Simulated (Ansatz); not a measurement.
# HfO2 (Fm-3m) in Ansatz: further runs, part 2 of 2

Ansatz 0.2.0. Earlier steps stand in the parts before.

## 3. Single point, HSE06 form with a typed share of exact exchange

The input, input:

```
crystal:
  lattice:
    - [0.0, 2.5575, 2.5575]
    - [2.5575, 0.0, 2.5575]
    - [2.5575, 2.5575, 0.0]
  atoms:
    - { symbol: Hf, position: [0.0, 0.0, 0.0] }
    - { symbol: O, position: [0.75, 0.75, 0.75] }
    - { symbol: O, position: [0.25, 0.25, 0.25] }
hamiltonian:
  xc:
    exchange: pbe
    correlation: pbe
    exx: { coeff: 0.25, omega: 0.15 }
  pseudopotentials: { kind: paw }
kpoints:
  mp_grid: { grid: [5, 5, 5] }
scf:
  occupations: { method: fermi_dirac, width: 0.05 }
output:
  forces: true
  stress: true
  eigenvalues: true
```

Potentials or basis: Ansatz PAW.

What it wrote:

```text
Warning: output.stress: scf.convergence.dr2_threshold = 1e-7 eV (the SCF's general default) is looser than the 3e-10 eV advised for a printed stress (1e-10 eV for each atom of the cell: 3). What an SCF threshold leaves in a stress goes as its square root, and in the free energy as the threshold itself, and one threshold admits the most on a small cell: of the crystals measured, under no hybrid functional and no lock of the moments, on runs that ended without the residual-converged pass, on stresses that held no estimate of that error, the worst erred by over 100 MPa in a component at 1e-7 eV an atom and by under 5 at 1e-10. Set scf.convergence.dr2_threshold to 3e-10 eV or tighter. The threshold is an SCF's pass mark: one that does not reach it within its budget of iterations ends unconverged, or closes short of it on a stop that the run arms, and scf.convergence.dr2_threshold's page says what that costs each kind of run
Warning: output.stress: scf.exx.energy_threshold = 1e-6 eV is looser than the 3e-8 eV advised for a stress under a hybrid functional (1e-8 eV for each atom of the cell: 3). Every SCF of the exchange loop can meet its threshold on dr2 while the loop round them stops early: no threshold on dr2 bounds what that leaves in the stress. Set scf.exx.energy_threshold to 3e-8 eV or tighter. The threshold is the loop's pass mark: a loop that does not reach it within its budget of cycles ends unconverged, and scf.exx.energy_threshold's page has the law
GPUs: using 1 of 1 available (devices: 1).
Engine: ansatz 0.2.0, x86_64-unknown-linux-gnu
Pseudopotentials: kind: paw
Pseudopotential: Hf, paw, valence charge 26, recommended cutoff 420 eV (normal), Hf.paw.azcp
Pseudopotential: O, paw, valence charge 6, recommended cutoff 420 eV (normal), O.paw.azcp
Functional definition: unnamed
  parameter a_1 = 0.25
  parameter omega_1 = 0.15/angstrom
  exchange = pbe_x + (-a_1)*pbe_x_sr(omega_1) + a_1*exact_x_sr(omega_1)
  correlation = pbe_c
device memory: the entry about to start is reckoned to put 0.5 GiB on a device that reports 65.7 GiB free (of which the cap on the GPU budget leaves the run 18.0 GiB)
GPU FFT provider: cuFFT
GPU libraries: cuBLAS 13.8.2, cuFFT 12.4.0, cuSOLVER 12.3.4
Crystal: 3 atoms, lattice volume = 33.456 Å³
Basis set: ecut = 420 eV, 645 PW (Γ), exchange–correlation on 50×50×50 points (8 copies of the dense FFT grid, shifted against one another)
Bands: 23, of which v1, the nominal top of the filled ones, is band 19 counted from 1 (18 counted from 0)
Symmetry: 48 space group operations
Space group: Fm-3m (ITA 225), of the structure as read, at distance tolerance 3.2e-5 Å
k-points: 10 of 125
Non-local potential: Hf, projectors of the file, l = 0: 3, l = 1: 2, l = 2: 2, l = 3: 3
Non-local potential: O, projectors of the file, l = 0: 2, l = 1: 2, l = 2: 1
PAW form: soft (Blöchl's): semilocal exchange-correlation on the pseudo side does not see the compensation charge
PAW frozen core: Hf, regenerated for the run's functional, and the local potential with it (the file was generated under x = pbe(κ = 0.804, μ = 0.2195149727645171), c = pbe(β = 0.06672455060314922))
PAW frozen core: O, regenerated for the run's functional, and the local potential with it (the file was generated under x = pbe(κ = 0.804, μ = 0.2195149727645171), c = pbe(β = 0.06672455060314922))
PAW one-centre angular grid: Hf, 590 points (default); XC on 64 Gauss nodes
PAW one-centre angular grid: O, 110 points (default); XC on 96 Gauss nodes
Initial density: superposition of atomic densities (neutral atoms: chi_scale 0, normalization atom), corrected by the library's trained network
Initial wavefunctions: pseudopotential atomic-orbital guess
GPU buffer pool allocated for 15625 grid points (all kernels)
GPU transforms: local potential and band sums: pruned to the plane-wave sphere, on 25×25×25
Functional: x = pbe(κ = 0.804, μ = 0.2195149727645171), c = pbe(β = 0.06672455060314922), warm-up for x = pbe(κ = 0.804, μ = 0.2195149727645171) + 0.25 (exact − pbe) at short range (hse, ω = 0.15 Å⁻¹), c = pbe(β = 0.06672455060314922)
SCF iter   1: F=—  HF=-16861.409788 eV  |F-HF|=—  |Δ(HF+E_count)|=         —  Δρ=2.07e-3  dr2=7.87e-4  ethr=1.77e-3  ⟨swp⟩=2.0  Hψ=1332  notcnv=0
preconditioner: auto → none  [insulator: Δε(μ)=4.040 eV  Ē_g=18.177 eV  σ=0.050 eV  W_gap=1.00  n_scr=14 (ndim 8)  ℏωp=38.5 eV  f_vac=0.066  D(μ)=0.00/eV (n_scr^D=0)]
[... 37 lines left out ...]
SCF iter   4: F=—  HF=-16861.627202 eV  |F-HF|=—  |Δ(HF+E_count)|=   2.99e-7  Δρ=7.77e-6  dr2=1.38e-8  ethr=6.00e-11  ⟨swp⟩=4.9  Hψ=726  notcnv=0
SCF iter   5: F=-16861.627202 eV  HF=-16861.627202 eV  |F-HF|=7.28e-12  |Δ(HF+E_count)|=   3.95e-9  Δρ=4.64e-7  dr2=6.37e-10  ethr=3.36e-11  ⟨swp⟩=4.0  Hψ=511  notcnv=0
SCF 3 converged in 5 iterations: F = -16861.627202 eV  dr2 = 6.37e-10
  Residual-converged pass: ⟨swp⟩=3.0  Hψ=507  notcnv=0  max |occ|·‖R‖ = 2.3e-6 eV (tolerance 2.4e-6 eV)  dr2=6.35e-10  dr2_onsite=1.93e-11  max |Δocc| = 0.0e0
hybrid outer 2: dexx = +2.139e-6 eV, tail = 1.63e-7 eV, Δε = 8.97e-3 eV (about 3.73e-4 eV left of the loop's levels)
GPU FFT provider: cuFFT
GPU libraries: cuBLAS 13.8.2, cuFFT 12.4.0, cuSOLVER 12.3.4
GPU buffer pool allocated for 15625 grid points (all kernels)
GPU transforms: local potential and band sums: pruned to the plane-wave sphere, on 25×25×25
Exchange kernel: α = 0.2500, screened, ω = 0.1500 Å⁻¹, Wigner–Seitz truncation, v(0) = 1882.1776 eV·Å³, q-mesh 5×5×5, nearest image of the exchange supercell L = 18.08 Å, pair-density grid 15×15×15, without the augmentation charges, whose exchange is taken in its separable form by FFT convolution over the k-point mesh (sized by the pseudopotential files, 20×20×20 at the most), smooth part of the exact exchange by density-matrix convolution in up to 1.38 GiB of GPU memory as planned if the GPU has room (build and FFT work areas not counted)
Frozen-core exchange: fock
SCF iter   1: F=—  HF=-16861.627202 eV  |F-HF|=—  |Δ(HF+E_count)|=         —  Δρ=5.90e-6  dr2=7.38e-9  ethr=2.14e-9  ⟨swp⟩=4.0  Hψ=507  notcnv=0
preconditioner: auto → none  [insulator: Δε(μ)=5.876 eV  Ē_g=21.626 eV  σ=0.050 eV  W_gap=1.00  n_scr=14 (ndim 8)  ℏωp=38.5 eV  f_vac=0.072  D(μ)=0.00/eV (n_scr^D=0)]
SCF iter   2: F=-16861.627202 eV  HF=-16861.627202 eV  |F-HF|=8.37e-11  |Δ(HF+E_count)|=   1.76e-9  Δρ=1.39e-6  dr2=5.36e-10  ethr=1.81e-11  ⟨swp⟩=3.7  Hψ=569  notcnv=0
SCF 4 converged in 2 iterations: F = -16861.627202 eV  dr2 = 5.36e-10
  Residual-converged pass: ⟨swp⟩=2.7  Hψ=432  notcnv=0  max |occ|·‖R‖ = 2.3e-6 eV (tolerance 2.4e-6 eV)  dr2=5.35e-10  dr2_onsite=1.04e-10  max |Δocc| = 0.0e0
hybrid outer 3: dexx = +2.710e-9 eV, tail = 1.59e-9 eV, Δε = 1.24e-4 eV (about 2.16e-5 eV left of the loop's levels), ΔF = 4.34e-19 eV/Å (tail 4.56e-19)
hybrid SCF converged: 3 outer / 15 inner (+2 warm-up), last move |dexx| = 2.71e-9 eV, tail = 1.59e-9 eV
Stability not checked: this state was not tested for a lower state beside it, because the functional holds exact exchange (a hybrid, or Hartree-Fock), whose exchange loop this test does not read (fock_operator; see scf.lower_state_search)
Free energy (F): -16861.627202 eV
Frozen-core exchange: fock
Harris-Foulkes:  -16861.627202 eV  (|F-HF|=8.37e-11)
Internal energy: -16861.627202 eV  (E = F + TS)
E sigma→0 (E₀):  -16861.627202 eV
Fermi energy:    17.145434 eV
--- Per-component energies (eV) ---
  E_band       = -72.190290
  E_kinetic    = 767.389491
  E_local      = -5800.034991  (includes V_loc(G=0)·N_el)
  E_nonlocal   = -1165.094191
  E_hartree    = 2652.463437
  E_xc         = -351.187598
  E_vxc        = -356.137187  (∫ρ·V_xc dr)
  E_exx        = -158.787432  (= α·E_x^exact, valence–valence)
  E_paw        = -7165.376222  (= ΣΔE_a)
  E_vpaw       = 1494.329659  (= ΣTr[D̂ρ^β])
  E_aug_tail   = 0.004916  (compensation charges beyond the density's cutoff)
  E_ewald      = -5642.107159
  E_core_change = 1.102546  (= ΣΔE_core)
  E_smearing   = -0.000000  (= −TS)
  E_closure    = 0.000000  (closes the sum)
  Σ components = -16861.627202   (vs F -16861.627202, Δ=-3.64e-12)
--- Forces (eV/Å), atoms counted from 1 ---
  atom   1  Hf     0.00000000     0.00000000    -0.00000000
  atom   2  O      0.00000000     0.00000000    -0.00000000
  atom   3  O     -0.00000000     0.00000000     0.00000000
  max |Σ_I F_I| component: 7.93e-25 eV/Å
--- Stress (GPa, compression-positive) ---
       -8.879153       0.000000       0.000000
        0.000000      -8.879153      -0.000000
        0.000000       0.000000      -8.879153
  P = ⅓ Tr σ = -8.8792 GPa (-88.792 kbar)
--- Band table (eV; the first three rows and the last of 10) ---
  k-point 0: bands = ["-49.4970", "-16.5961", "-16.5961", "-16.5961", "-5.9294", "-3.0994", "0.5937", "0.5937", "0.5937", "0.6477", "0.6477", "0.6477", "0.8842", "8.7487", "8.7487", "8.7487", "13.7334", "13.7334", "13.7334", "20.0657", "20.0657", "21.7278", "26.7347"]
  k-point 1: bands = ["-49.4920", "-16.7735", "-16.6162", "-16.6162", "-5.4302", "-3.3919", "0.5992", "0.5992", "0.6040", "0.6387", "0.6387", "0.6479", "0.7794", "9.1325", "9.1325", "9.7653", "12.6883", "13.1395", "13.1395", "20.6263", "20.6263", "22.9215", "25.3926"]
  k-point 2: bands = ["-49.4839", "-17.0396", "-16.6485", "-16.6485", "-4.7497", "-3.6469", "0.6035", "0.6035", "0.6166", "0.6306", "0.6306", "0.6482", "0.6879", "9.7698", "9.7698", "11.2476", "11.3407", "12.4819", "12.4819", "20.8639", "20.8639", "22.9212", "25.5686"]
  k-point 9: bands = ["-49.4789", "-16.9816", "-16.8491", "-16.7151", "-4.0421", "-3.9775", "0.6077", "0.6126", "0.6199", "0.6250", "0.6301", "0.6386", "0.6486", "8.8316", "9.4039", "11.0286", "11.9683", "13.1023", "13.6824", "20.7696", "21.3743", "23.3572", "23.5381"]
```

Run time: 14 s. Hardware: 1 × NVIDIA H100 80GB HBM3 with 2 threads of AMD EPYC 7R13 (Zen 3), shared host; peak memory 1.8 GiB.

What came out:

| Quantity | Value |
| --- | --- |
| Free energy | -16861.6272 eV |
| Pressure | -8.9 GPa |
| Band gap on the k mesh | 5.88 eV, indirect (least direct gap 6.15 eV) |

Caveat: the k mesh is coarse (spacing up to 0.43 Å⁻¹), so the values aren't converged, least of all with exact exchange; odd divisions of the mesh miss points on the zone boundary, where band edges often lie, so the gap on the mesh can be too wide; the pressure holds a Pulay correction of +0.7 GPa for the finite cutoff; spin-orbit coupling is left out, which moves the levels of the heavy elements; the PAW data sets come from PBE, with cores solved anew for the run's functional, which leaves a small shift of forces and pressure; the thresholds are loose for stress.

## 4. Single point, HSE06 form with a typed share of exact exchange

Changes to input since step 3:

```diff
@@ -10,6 +10,3 @@
 hamiltonian:
-  xc:
-    exchange: pbe
-    correlation: pbe
-    exx: { coeff: 0.25, omega: 0.15 }
+  xc: { exchange: pbe, correlation: pbe, exx: { coeff: 0.25, omega: 0.2 } }
   pseudopotentials: { kind: paw }
@@ -23 +20,5 @@
   eigenvalues: true
+  write_density: true
+  write_potential: true
+  elf: true
+  volumetric_format: npy
```

Potentials or basis: Ansatz PAW.

What it wrote:

```text
Warning: output.stress: scf.convergence.dr2_threshold = 1e-7 eV (the SCF's general default) is looser than the 3e-10 eV advised for a printed stress (1e-10 eV for each atom of the cell: 3). What an SCF threshold leaves in a stress goes as its square root, and in the free energy as the threshold itself, and one threshold admits the most on a small cell: of the crystals measured, under no hybrid functional and no lock of the moments, on runs that ended without the residual-converged pass, on stresses that held no estimate of that error, the worst erred by over 100 MPa in a component at 1e-7 eV an atom and by under 5 at 1e-10. Set scf.convergence.dr2_threshold to 3e-10 eV or tighter. The threshold is an SCF's pass mark: one that does not reach it within its budget of iterations ends unconverged, or closes short of it on a stop that the run arms, and scf.convergence.dr2_threshold's page says what that costs each kind of run
[... 124 lines left out ...]
  k-point 1: bands = ["-49.3831", "-16.6682", "-16.5109", "-16.5109", "-5.3265", "-3.2902", "0.7056", "0.7056", "0.7104", "0.7451", "0.7451", "0.7543", "0.8856", "9.2336", "9.2336", "9.8643", "12.7797", "13.2277", "13.2277", "20.5449", "20.5449", "22.8497", "25.3068"]
  k-point 2: bands = ["-49.3750", "-16.9342", "-16.5431", "-16.5431", "-4.6467", "-3.5453", "0.7098", "0.7098", "0.7229", "0.7369", "0.7369", "0.7546", "0.7943", "9.8705", "9.8705", "11.3432", "11.4389", "12.5726", "12.5726", "20.7814", "20.7814", "22.8422", "25.4887"]
  k-point 9: bands = ["-49.3700", "-16.8762", "-16.7437", "-16.6098", "-3.9402", "-3.8755", "0.7141", "0.7189", "0.7263", "0.7314", "0.7364", "0.7449", "0.7549", "8.9348", "9.5036", "11.1247", "12.0624", "13.1950", "13.7688", "20.6867", "21.2897", "23.2747", "23.4557"]
```

rho_z.tsv:

```text
# z_ang	rho[e/angstrom^3]
# format = ansatz-planar-average/11
# lattice	0.000000000	2.557500000	2.557500000
# lattice	2.557500000	0.000000000	2.557500000
# lattice	2.557500000	2.557500000	0.000000000
# sites	3
# site	72	0.000000000	0.000000000	0.000000000
# site	8	3.836250000	3.836250000	3.836250000
# site	8	1.278750000	1.278750000	1.278750000
0.000000	2.570411e0
0.144674	2.456940e0
0.289348	2.162245e0
0.434022	1.790343e0
0.578696	1.438890e0
0.723370	1.158326e0
[... 17 lines left out ...]
3.327503	2.162245e0
3.472177	2.456940e0
```

Wall time 18 s (1 × NVIDIA H100 80GB HBM3 with 2 threads of AMD EPYC 7R13 (Zen 3), shared host); peak memory 1.8 GiB.

What came out:

| Quantity | Value |
| --- | --- |
| Free energy | -16861.6012 eV |
| Pressure | -8.8 GPa |
| Band gap on the k mesh | 5.71 eV, indirect (least direct gap 5.98 eV) |

Levels at points of the mesh, in eV from the valence-band top:
```tsv
k point	band 16	band 17	band 18	band 19	band 20	band 21	band 22	band 23
(0.00, 0.00, 0.00)	-5.42	-0.46	-0.46	-0.46	5.71	5.71	7.39	12.37
```

Caveat: the k mesh is coarse (spacing up to 0.43 Å⁻¹), so the values aren't converged, least of all with exact exchange; odd divisions of the mesh miss points on the zone boundary, where band edges often lie, so the gap on the mesh can be too wide; the pressure holds a Pulay correction of +0.7 GPa for the finite cutoff; spin-orbit coupling is left out, which moves the levels of the heavy elements; the PAW data sets come from PBE, with cores solved anew for the run's functional, which leaves a small shift of forces and pressure; the thresholds are loose for stress. A k mesh can miss the band edges.

## 5. Single point, HSE06 form with a typed share of exact exchange

Changes to input since step 4:

```diff
@@ -10,3 +10,3 @@
 hamiltonian:
-  xc: { exchange: pbe, correlation: pbe, exx: { coeff: 0.25, omega: 0.2 } }
+  xc: { exchange: pbe, correlation: pbe, exx: { coeff: 0.25, omega: 0.3 } }
   pseudopotentials: { kind: paw }
@@ -20,5 +20 @@
   eigenvalues: true
-  write_density: true
-  write_potential: true
-  elf: true
-  volumetric_format: npy
```

It took 17 s on 1 × NVIDIA H100 80GB HBM3 with 2 threads of AMD EPYC 7R13 (Zen 3), shared host; peak memory 1.8 GiB.

Results (log left out):

```
Free energy            : -16861.5302 eV
Pressure               : -8.5 GPa
Band gap on the k mesh : 5.43 eV, indirect (least direct gap 5.69 eV)
```

Levels at points of the mesh, in eV from the valence-band top:
```
           k point  band 17  band 18  band 19  band 20  band 21  band 22
(0.00, 0.00, 0.00)    -0.45    -0.45    -0.45     5.43     5.43     7.13
```

Caveat: the k mesh is coarse (spacing up to 0.43 Å⁻¹), so the values aren't converged, least of all with exact exchange; odd divisions of the mesh miss points on the zone boundary, where band edges often lie, so the gap on the mesh can be too wide; the pressure holds a Pulay correction of +0.7 GPa for the finite cutoff; spin-orbit coupling is left out, which moves the levels of the heavy elements; the PAW data sets come from PBE, with cores solved anew for the run's functional, which leaves a small shift of forces and pressure; the thresholds are loose for stress. A k mesh can miss the band edges.

## 6. The runs side by side

```csv
screening (1/Å),gap on the mesh (eV),pressure (GPa)
0.1,6.05,-8.9
0.15,5.88,-8.9
0.2,5.71,-8.8
0.3,5.43,-8.5
```

Alike in all rows: task single point; level HSE06 form with a typed share of exact exchange; potentials or basis Ansatz PAW; no spin polarisation; cell as given; k mesh 5 × 5 × 5; cutoff (eV) 420; smearing fermi-dirac 0.05 eV; the mesh is coarse, so values aren't converged.

Caveats: all runs use coarse meshes; odd divisions of the mesh miss points on the zone boundary, where band edges often lie, so the gap on the mesh can be too wide; spin-orbit coupling is left out, which moves the levels of the heavy elements; the PAW data sets come from PBE, with cores solved anew for the run's functional, which leaves a small shift of forces and pressure; the thresholds are loose for stress.

Absolute energies hang on the potentials; compare differences alone.
